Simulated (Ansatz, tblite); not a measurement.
## A script for HfS2 (GFN1-xTB)

These are simulated results from tblite 0.8.0, not measurements. The cell was built from a prototype and was relaxed with r2SCAN+rVV10 in plane waves (Ansatz 0.2.0). Not every such cell is a known phase. All runs are without spin polarisation.

It is trigonal, P-3m1 (No. 164); conventional cell a = 3.630 Å, c = 5.878 Å, 22.36 Å³ an atom. Around Hf lie 6 S at 2.54 Å; around S lie 3 Hf at 2.54 Å.

tblite solves periodic systems at the zone centre alone, so the script builds a cluster of 3×3×2 conventional cells (54 atoms), which folds in a coarse mesh of k points.

The script, run.py:

```python
import json
from ase import Atoms
from ase.build import make_supercell
from ase.units import Bohr, GPa, Hartree
from tblite.interface import Calculator

atoms = Atoms(['Hf', 'S', 'S'],
              cell=[[3.630296, -0.0, -0.0], [-1.815148, 3.143929, -0.0], [-0.0, -0.0, 5.878358]],
              scaled_positions=[[-0.0, 0.0, 0.0], [0.333333, 0.666667, 0.244628], [0.666667, 0.333333, 0.755372]],
              pbc=True)
cluster = make_supercell(atoms, [[3, 0, 0], [0, 3, 0], [0, 0, 2]])
calc = Calculator('GFN1-xTB', cluster.numbers, cluster.positions / Bohr, lattice=cluster.cell[:] / Bohr, periodic=cluster.pbc)
calc.set('temperature', 0.02 / Hartree)
calc.set('max-iter', 150)
res = calc.singlepoint()
levels = res.get('orbital-energies') * Hartree
nv = round(res.get('orbital-occupations').sum() / 2)
cells = len(cluster) // len(atoms)
out = {'energy_per_cell': res.get('energy') * Hartree / cells, 'homo': levels[nv - 1], 'lumo': levels[nv],
       'stress': (-res.get('virial') * Hartree / cluster.get_volume() / GPa).tolist(), 'charges': res.get('charges')[:len(atoms)].tolist(), 'electrons': 2 * nv / cells}
json.dump(out, open('results.json', 'w'))
for key, value in out.items():
    print(key, value)
```

Command: `python run.py`. It took 3 s on 1 thread of Arm Neoverse V2 (shared host), peak memory 0.13 GiB.

The log:

```
------------------------------------------------------------
  cycle        total energy    energy error   density error
------------------------------------------------------------
      1     -136.5650282332  -1.3658417E+02   1.1654313E+00
      2     -98.60779670565   3.7957232E+01   2.6133179E+00
      3     -146.0915984553  -4.7483802E+01   8.2559149E-01
      4     -155.3566002558  -9.2650018E+00   3.0459592E-01
      5     -154.6786219904   6.7797827E-01   2.8710803E-01
      6     -155.9498631023  -1.2712411E+00   1.2720725E-01
      7     -156.1583776582  -2.0851456E-01   4.4891733E-02
      8     -156.1836570788  -2.5279421E-02   1.7200442E-02
      9     -156.1864221174  -2.7650387E-03   1.0251450E-02
     10     -156.1878299035  -1.4077861E-03   2.7816689E-03
     11     -156.1879451027  -1.1519920E-04   1.7215280E-04
     12     -156.1879453292  -2.2648143E-07   1.7742766E-04
     13     -156.1879456670  -3.3774339E-07   9.3043439E-05
     14     -156.1879457840  -1.1706450E-07   8.4106461E-06
------------------------------------------------------------

 total:                                   2.501 sec
energy_per_cell -236.11613806009993
homo -11.050900003929069
lumo -10.091421882195966
stress [[4.261916327055099, -0.00017584516111688773, 6.26185686687844e-05], [-0.0001758451611171366, 4.261701847094006, -5.073334235062818e-05], [6.261856866878717e-05, -5.073334235051667e-05, -3.6704682986560644]]
charges [0.8871830477166485, -0.44359712753140534, -0.4436056123111429]
electrons 16.0
```

The cycle table is in hartree for the whole cluster, and the lines after it are in eV (the energy for one cell). The printed stress is in GPa and positive in compression, and the pressure is its mean diagonal.

GFN1-xTB gives a gap of 0.96 eV. On the same cell, plane-wave PBE (Ansatz, 12×12×4 k points and the special points) gives a gap of 1.03 eV and r2SCAN a gap of 1.34 eV; on shared hosts these took about 6 and 15 core-seconds on the 3-atom cell, against 3 for the script. Spin-orbit coupling, left out in all these runs, can cut or reorder the gap by tenths of an eV, up to about 1 eV with Pb or Bi. xTB was fitted to molecules, so gaps, charges and pressures of solids can be far off, and the gap also depends on the size of the cluster.

The same script was run on cells scaled at fixed shape and fractional coordinates:

```
volume (Å³/atom)  energy (meV/atom)  pressure (GPa, positive in compression)  gap (eV)
           19.68              114.6                                    13.68      0.83
           21.02               32.4                                     6.45      0.91
           22.36                0.0                                     1.62      0.96
           23.71                1.2                                    -1.69      1.00
           25.05               25.6                                    -4.01      1.03
```

A Birch-Murnaghan fit puts the minimum at 22.95 Å³/atom, 2.6 % above the given cell, with a bulk modulus of 57.8 GPa at fixed shape.

xTB was fitted mostly to molecules, and a small cluster samples few k points, so gaps, pressures and kinks along a curve can be far from a solid's.

Spin-orbit coupling is left out, which matters wherever the heavy atoms make up the band edges.
